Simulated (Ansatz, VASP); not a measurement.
**Two plane-wave programs on Mo**

```xyz
5
Lattice="5.6294 0.0000 0.0000 0.0000 5.6294 0.0000 0.0000 0.0000 2.9133" Properties=species:S:1:pos:R:3 pbc="T T T"
Mo    1.5457    1.5457   -0.0455
Mo    1.5457    4.0837   -0.0455
Mo    4.0837    1.5457   -0.0455
Mo    4.0837    4.0837   -0.0455
Mo    0.0000    0.0000    1.4113
```

Alike in both runs: functional PBE; k mesh 4 × 4 × 4; occupations gaussian, width 0.1 eV; no spin polarisation.

Ansatz relaxed the structure, and its values are those at the end. VASP's run is a single point on that final structure, the one shown.

|  | VASP | Ansatz |
| --- | --- | --- |
| version | VASP 6.6.1 | Ansatz 0.2.0 |
| potentials or method | VASP PAW PBE potentials, release 64 (Mo_sv) | scalar-relativistic, plane waves, PAW |
| plane-wave cutoff (eV) | 520 | 420 |
| valence electrons in the cell | 70 | 70 |

```tsv
	VASP	Ansatz	Ansatz less VASP
gap on the k mesh at the Fermi level (eV)	none	none	-
pressure (GPa)	0.4	0.0	-0.44
rms of the force components (eV/Å)	0.005	0.001	-0.0037
```

A gap of «none» marks a metal or a gap that the smearing closes. The functional is the same, so the differences come from potentials, cutoffs and numerics.

Caveats: the k mesh is coarse (spacing up to 0.54 Å⁻¹), so the values aren't converged.
